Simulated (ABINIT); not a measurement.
Runs of ABINIT 10.8.3 (patched build) on MgO. The structure is cubic, space group Fm-3m (No. 225). The conventional cell has a = 4.194 Å, b = 4.194 Å, c = 4.194 Å, α = 90.00°, β = 90.00°, γ = 90.00°. Around Mg (site symmetry m-3m) lie 6 O at 2.10 Å. Around O (site symmetry m-3m) lie 6 Mg at 2.10 Å. The cell is a database's computed one.

```csv
potentials or basis,cutoff (eV),fine-grid cutoff,gap on the mesh (eV),pressure (GPa)
PseudoDojo NC SR PBE v0.4.1 standard,1361,-,5.48,(b)
"Ansatz PAW PBE default generated set, frozen core",517,1034.03 eV,5.76,1.1
JTH PAW PBE v2.0,762,1360.57 eV,5.77,1.7
SG15 NC PBE v1.2,1361,-,5.66,2.6
Ansatz NC r2SCAN,1524,-,5.76,(a)
```

Alike in all rows: task single point; level r2SCAN; no spin polarisation; cell as given; k mesh 11 × 11 × 11; smearing fermi-dirac 0.05 eV.

**Question.** Estimate the missing entries.

**Answer.** (a) 1.3; (b) 2.4.

Caveats: the potentials were made for another functional, which shifts forces and pressure (some runs); the PAW data sets were made with another functional, which shifts forces and pressure a little (some runs); a meta-GGA on potentials with a model core is unreliable (some runs); the atomic spheres overlap (some runs).

Runs at the PBE level aren't shown here.
